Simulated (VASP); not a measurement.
# NaH (Fm-3m) in VASP: settings compared

Aim: see how the results for NaH move with the level of theory and the settings. Levels: PBEsol, PBE. Tasks: relaxation of cell and atoms.

Program: VASP 6.6.1. These are calculated values, not measurements. Logs are shortened: lines on timing, memory, paths and dates and some standing lists are left out, and cuts for length are marked.

## Step 1: The crystal as given

The structure is cubic, space group Fm-3m (No. 225). Conventional cell: a = 4.793 Å, b = 4.793 Å, c = 4.793 Å, α = 90.00°, β = 90.00°, γ = 90.00°. Na (site symmetry m-3m) is surrounded by 6 H at 2.40 Å. H (site symmetry m-3m) has 6 Na at 2.40 Å as nearest neighbours.

## Step 2: Relaxation of cell and atoms, PBEsol

File INCAR:

```
PREC     = Accurate       # precision mode
ENCUT    = 600            # plane-wave cutoff, eV
EDIFF    = 1E-7           # SCF threshold, eV
ISMEAR   = 0              # smearing method
SIGMA    = 0.03           # smearing width, eV
LREAL    = F              # projectors in reciprocal space
LASPH    = T              # aspherical terms in the spheres
NELM     = 80             # most SCF steps
ALGO     = Normal         # electronic algorithm
ISIF     = 3              # what is computed and relaxed
LWAVE    = F              # write WAVECAR
LCHARG   = F              # write CHGCAR
GGA      = PS             # functional
IBRION   = 2              # ionic algorithm
NSW      = 90             # ionic steps
EDIFFG   = -0.005         # ionic threshold
```

File KPOINTS:

```
regular mesh
0
Gamma
  10 10 10
```

File POSCAR:

```
NaH                                     
1.0
    0.0000000000      2.3963270131      2.3963270131
    2.3963270131     -0.0000000000      2.3963270131
    2.3963270131      2.3963270131      0.0000000000
  Na              H             
     1     1
Direct
     0.0000000000000000    0.0000000000000000    1.0000000000000000
     0.5000000000000000    0.5000000000000000    0.5000000000000000
```

Potentials or basis: VASP PAW PBE potentials, release 64 (Na_pv, H).

Command:

```console
$ cat potpaw_PBE.64/Na_pv/POTCAR potpaw_PBE.64/H/POTCAR > POTCAR
$ mpirun -np 1 vasp_std > vasp.out
```

OUTCAR:

```text
PREC = Accurate
   ENCUT = 600
   EDIFF = 1E-7
   ISMEAR = 0
   LREAL = F
   LASPH = T
   NELM = 80
   ISIF = 3
   GGA = PS
   IBRION = 2
   NSW = 90
   EDIFFG = -0.005

 ion  position               nearest neighbor table
   1  0.000  0.000  0.000-
   2  0.500  0.500  0.500-

  LATTYP: Found a face centered cubic cell.
 ALAT       =     4.7926540262

  Lattice vectors:

 A1 = (   0.0000000000,   2.3963270131,   2.3963270131)
 A2 = (   2.3963270131,   0.0000000000,   2.3963270131)
 A3 = (   2.3963270131,   2.3963270131,   0.0000000000)

Analysis of symmetry for initial positions (statically):
=====================================================================
 Subroutine PRICEL returns:
 Original cell was already a primitive cell.

 Routine SETGRP: Setting up the symmetry group for a
 face centered cubic supercell.

 Subroutine GETGRP returns: Found 48 space group operations
 (whereof 48 operations were pure point group operations)
 out of a pool of 48 trial point group operations.

The static configuration has the point symmetry O_h .

Analysis of symmetry for dynamics (positions and initial velocities):
=====================================================================
 Subroutine PRICEL returns:
 Original cell was already a primitive cell.

 Routine SETGRP: Setting up the symmetry group for a
 face centered cubic supercell.

 Subroutine GETGRP returns: Found 48 space group operations
 (whereof 48 operations were pure point group operations)
 out of a pool of 48 trial point group operations.

The dynamic configuration has the point symmetry O_h .

 Subroutine INISYM returns: Found 48 space group operations
 (whereof 48 operations are pure point group operations),
 and found     1 'primitive' translations

----------------------------------------------------------------------------------------

                                     Primitive cell

  volume of cell :      27.5213

  direct lattice vectors                    reciprocal lattice vectors
     0.000000000  2.396327013  2.396327013    -0.208652658  0.208652658  0.208652658
     2.396327013  0.000000000  2.396327013     0.208652658 -0.208652658  0.208652658
     2.396327013  2.396327013  0.000000000     0.208652658  0.208652658 -0.208652658

  length of vectors
     3.388918162  3.388918162  3.388918162     0.361397004  0.361397004  0.361397004

  position of ions in fractional coordinates (direct lattice)
     0.000000000  0.000000000  0.000000000
     0.500000000  0.500000000  0.500000000

  ion indices of the primitive-cell ions
   primitive index   ion index
                 1           1
                 2           2

----------------------------------------------------------------------------------------

 KPOINTS: regular mesh

Automatic generation of k-mesh.
 Grid dimensions read from file:
 generate k-points for:   10   10   10

 Generating k-lattice:

  Cartesian coordinates                     Fractional coordinates (reciprocal lattice)
    -0.020865266  0.020865266  0.020865266     0.100000000  0.000000000  0.000000000
     0.020865266 -0.020865266  0.020865266     0.000000000  0.100000000  0.000000000
     0.020865266  0.020865266 -0.020865266     0.000000000  0.000000000  0.100000000

  Length of vectors
     0.036139700  0.036139700  0.036139700

  Shift w.r.t. Gamma in fractional coordinates (k-lattice)
     0.000000000  0.000000000  0.000000000

 Subroutine IBZKPT returns following result:
 ===========================================

 Found     47 irreducible k-points:

 Following reciprocal coordinates:
            Coordinates               Weight
  0.000000  0.000000  0.000000      1.000000
  0.100000  0.000000  0.000000      8.000000
  0.200000  0.000000  0.000000      8.000000
  0.300000  0.000000  0.000000      8.000000
  0.400000  0.000000  0.000000      8.000000
  0.500000  0.000000  0.000000      4.000000
[... 16 lines left out ...]
  0.300000  0.300000  0.000000      6.000000
  0.400000  0.300000  0.000000     24.000000
 [... further k-points ...]
   k-points           NKPTS =     47   k-points in BZ     NKDIM =     47   number of bands    NBANDS=      8
   number of dos      NEDOS =    301   number of ions     NIONS =      2
   total plane-waves  NPLWV =  21952
   dimension x,y,z NGX =    28 NGY =   28 NGZ =   28
   dimension x,y,z NGXF=    56 NGYF=   56 NGZF=   56
   ions per type =               1   1
   NGX,Y,Z   is equivalent  to a cutoff of  13.74, 13.74, 13.74 a.u.
   NGXF,Y,Z  is equivalent  to a cutoff of  27.47, 27.47, 27.47 a.u.
 SYSTEM =  unknown system
   PREC   = accura    normal or accurate (medium, high low for compatibility)
   ISTART =      0    job   : 0-new  1-cont  2-samecut
   ICHARG =      2    charge: 1-file 2-atom 10-const
   ISPIN  =      1    spin polarized calculation?
   LNONCOLLINEAR =      F non collinear calculations
   LSORBIT =      F    spin-orbit coupling
   LASPH  =      T    aspherical Exc in radial PAW
   ENCUT  =  600.0 eV  44.10 Ry    6.64 a.u.   6.77  6.77  6.77*2*pi/ulx,y,z
   NELM   =     80;   NELMIN=  2; NELMDL= -5     # of ELM steps
   EDIFF  = 0.1E-06   stopping-criterion for ELM
   LREAL  =      F    real-space projection
   EDIFFG = -.5E-02   stopping-criterion for IOM
   NSW    =     90    number of steps for IOM
   IBRION =      2    ionic relax: 0-MD 1-quasi-New 2-CG
   NFREE  =      1    steps in history (QN), initial steepest desc. (CG)
   ISIF   =      3    stress and relaxation
   ISYM   =      2    0-nonsym 1-usesym 2-fastsym
   POTIM  = 0.5000    time-step for ionic-motion
   TEBEG  =    0.0;   TEEND  =   0.0 temperature during run
   PSTRESS=    0.0 pullay stress
   NELECT =       8.0000    total number of electrons
   NUPDOWN=      -1.0000    fix difference up-down
   EMIN   =  10.00;   EMAX   =-10.00  energy-range for DOS
   EFERMI =   0.00;   METHOD = LEGACY
   ISMEAR =     0;   SIGMA  =   0.03  broadening in eV -4-tet -1-fermi 0-gaus
   EFERMI_NEDOS =   21; number of points for ismear=-14 and -15
   IALGO  =     38    algorithm
   IMIX   =      4    mixing-type and parameters
     AMIX     =   0.40;   BMIX     =  1.00
     AMIX_MAG =   1.60;   BMIX_MAG =  1.00
  volume/ion in A,a.u.               =      13.76        92.86
  Fermi-wavevector in a.u.,A,eV,Ry     =   1.084465  2.049341 16.001317  1.176064
  Thomas-Fermi vector in A             =   2.220555
   LORBIT       =      0    0 simple, 1 ext, 2 COOP (PROOUT), +10 PAW based schemes
   GGA     = PS    functional components
   LHFCALC =     F    Hartree Fock is set to
   AEXX    =    0.0000 exact exchange contribution
   IVDW    =     0    specifies the selected vdW correction
   LEPSILON=     F    determine dielectric tensor
   LRPA    =     F    only Hartree local field effects (RPA)
 conjugate gradient relaxation of ions
 non-spin polarized calculation
 Gauss-broadening in eV      SIGMA  =   0.03
  energy-cutoff  :      600.00
  volume of cell :       27.52
 maximum number of plane-waves:       941
   NGX = 13   NGY = 13   NGZ = 13

 number of electron       7.9999992 magnetization

 Free energy of the ion-electron system (eV)
  ---------------------------------------------------
  ext. energy  EPLUGINS =         0.00000000
  ---------------------------------------------------
  free energy    TOTEN  =        -5.08621338 eV

  energy without entropy =       -5.08621338  energy(sigma->0) =       -5.08621338

 E-fermi :  -0.7885     XC(G=0):  -7.9749

 val. band max:       -1.0325507688   @ k =  -0.3000   0.5000   0.2000
 cond. band min:       2.5894334858   @ k =   0.5000   0.0000   0.0000
 fundamental gap:      3.6219842546
 Fermi energy:        -0.7884513174

 k-point     1 :       0.0000    0.0000    0.0000
  band No.  band energies     occupation
      1     -22.9709      2.00000
      2     -22.9709      2.00000
      3     -22.9709      2.00000
      4      -4.8094      2.00000
      5       9.6197      0.00000
      6      14.5680      0.00000
      7      14.5680      0.00000
      8      14.5680      0.00000

 k-point     2 :       0.1000    0.0000    0.0000
  band No.  band energies     occupation
      1     -22.9811      2.00000
      2     -22.9721      2.00000
      3     -22.9721      2.00000
      4      -4.6312      2.00000
      5       9.0160      0.00000
      6      12.4277      0.00000
      7      13.9819      0.00000
      8      13.9819      0.00000

 k-point     3 :       0.2000    0.0000    0.0000
  band No.  band energies     occupation
      1     -23.0077      2.00000
      2     -22.9752      2.00000
      3     -22.9752      2.00000
      4      -4.1130      2.00000
      5       7.2789      0.00000
      6      10.9317      0.00000
      7      13.2814      0.00000
      8      13.2814      0.00000

 k-point     4 :       0.3000    0.0000    0.0000
  band No.  band energies     occupation
      1     -23.0401      2.00000
      2     -22.9791      2.00000
      3     -22.9791      2.00000
      4      -3.3155      2.00000
      5       5.1606      0.00000
      6      10.2264      0.00000
      7      12.7717      0.00000
      8      12.7717      0.00000

 k-point     5 :       0.4000    0.0000    0.0000
  band No.  band energies     occupation
      1     -23.0661      2.00000
      2     -22.9822      2.00000
      3     -22.9822      2.00000
      4      -2.4114      2.00000
      5       3.3776      0.00000
      6       9.8881      0.00000
      7      12.4678      0.00000
      8      12.4678      0.00000

 k-point     6 :       0.5000    0.0000    0.0000
  band No.  band energies     occupation
      1     -23.0760      2.00000
      2     -22.9834      2.00000
      3     -22.9834      2.00000
      4      -1.9237      2.00000
      5       2.5894      0.00000
      6       9.7857      0.00000
      7      12.3670      0.00000
      8      12.3670      0.00000

 k-point     7 :       0.1000    0.1000    0.0000
  band No.  band energies     occupation
      1     -22.9809      2.00000
      2     -22.9742      2.00000
      3     -22.9742      2.00000
      4      -4.5727      2.00000
      5       8.9140      0.00000
      6      12.9365      0.00000
      7      13.0132      0.00000
      8      13.0132      0.00000
[... 133 lines left out ...]
 k-point    20 :      -0.4000    0.2000    0.0000
  band No.  band energies     occupation
      1     -23.0608      2.00000
      2     -23.0084      2.00000
      3     -22.9884      2.00000
      4      -1.6365      2.00000
      5       3.3615      0.00000
      6       6.7818      0.00000
      7      11.3346      0.00000
      8      12.2286      0.00000

 k-point    21 :      -0.3000    0.2000    0.0000
  band No.  band energies     occupation
      1     -23.0502      2.00000
      2     -23.0074      2.00000
      3     -22.9835      2.00000
      4      -2.2528      2.00000
      5       4.3825      0.00000
      6       6.7841      0.00000
      7      12.0495      0.00000
      8      12.6251      0.00000

 k-point    22 :      -0.2000    0.2000    0.0000
  band No.  band energies     occupation
      1     -23.0348      2.00000
      2     -22.9980      2.00000
      3     -22.9785      2.00000
      4      -3.0667      2.00000
      5       5.6978      0.00000
      6       7.5632      0.00000
      7      13.0290      0.00000
      8      13.0333      0.00000

 k-point    23 :       0.3000    0.3000    0.0000
  band No.  band energies     occupation
      1     -23.0349      2.00000
      2     -22.9940      2.00000
      3     -22.9940      2.00000
      4      -2.8810      2.00000
      5       5.6462      0.00000
      6       9.8859      0.00000
      7      10.4647      0.00000
      8      10.4647      0.00000

 k-point    24 :       0.4000    0.3000    0.0000
  band No.  band energies     occupation
      1     -23.0480      2.00000
      2     -23.0012      2.00000
      3     -22.9980      2.00000
      4      -2.2352      2.00000
      5       4.7733      0.00000
      6       8.1280      0.00000
      7      10.1936      0.00000
      8      10.9938      0.00000

 [... further k-points ...]

------------------------ aborting loop because EDIFF is reached ----------------------------------------

  FORCE on cell =-STRESS in cart. coord.  units (eV):
  Direction    XX          YY          ZZ          XY          YZ          ZX
  --------------------------------------------------------------------------------------
  -------------------------------------------------------------------------------------
  Total        0.0012046      0.0012046      0.0012046     -0.0000000      0.0000000      0.0000000
  in kB        0.0701289      0.0701289      0.0701289     -0.0000000      0.0000000      0.0000000
  external PRESSURE =       0.0701289 kB  Pullay stress =       0.0000000 kB

 VOLUME and BASIS-vectors are now :
 -----------------------------------------------------------------------------
  energy-cutoff  :      600.00
  volume of cell :       27.52
      direct lattice vectors                 reciprocal lattice vectors
     0.000000000  2.396327013  2.396327013    -0.208652658  0.208652658  0.208652658
     2.396327013  0.000000000  2.396327013     0.208652658 -0.208652658  0.208652658
     2.396327013  2.396327013  0.000000000     0.208652658  0.208652658 -0.208652658

 POSITION                                       TOTAL-FORCE (eV/Angst)
 -----------------------------------------------------------------------------------
      0.00000      0.00000      0.00000         0.000000     -0.000000     -0.000000
      2.39633      2.39633      2.39633        -0.000000      0.000000      0.000000
 -----------------------------------------------------------------------------------
    total drift:                               -0.000000     -0.000000     -0.000000

  FREE ENERGIE OF THE ION-ELECTRON SYSTEM (eV)
  ---------------------------------------------------
  free  energy   TOTEN  =        -5.0862133761 eV

  energy  without entropy=       -5.0862133761  energy(sigma->0) =       -5.08621338

 reached required accuracy - stopping structural energy minimisation
```

It took 10 s on 1 thread of Intel Xeon Platinum 8259CL at 2.50GHz (Skylake/Cascade Lake), shared host; peak memory 0.15 GiB.

Results:

```yaml
Free_energy: -5.0862 eV
Pressure_after_relaxing: 0.0 GPa
Band_gap_on_the_k_mesh: 3.62 eV, indirect (least direct gap 4.51 eV)
```

Final structure:
```cif
data_structure
_symmetry_space_group_name_H-M 'P 1'
_symmetry_Int_Tables_number 1
_cell_length_a 3.3889
_cell_length_b 3.3889
_cell_length_c 3.3889
_cell_angle_alpha 60.000
_cell_angle_beta 60.000
_cell_angle_gamma 60.000
_cell_volume 27.52
loop_
_atom_site_label
_atom_site_type_symbol
_atom_site_fract_x
_atom_site_fract_y
_atom_site_fract_z
_atom_site_occupancy
Na1 Na 0.00000 0.00000 0.00000 1
H1 H 0.50000 0.50000 0.50000 1
```

Levels at points of the mesh, in eV from the valence-band top:
| k point | band 1 | band 2 | band 3 | band 4 | band 5 | band 6 | band 7 | band 8 |
| --- | --- | --- | --- | --- | --- | --- | --- | --- |
| (0.00, 0.00, 0.00) | -21.94 | -21.94 | -21.94 | -3.78 | 10.65 | 15.60 | 15.60 | 15.60 |
| (0.50, 0.00, 0.00) | -22.04 | -21.95 | -21.95 | -0.89 | 3.62 | 10.82 | 13.40 | 13.40 |
| (0.50, 0.50, 0.00) | -22.03 | -21.97 | -21.97 | -0.17 | 4.48 | 9.88 | 10.67 | 10.67 |

Caveat: the relaxation stopped at its first step, so nothing moved; the PAW data sets were made with another functional, which shifts forces and pressure a little.

(Continued in part 2 of 2.)
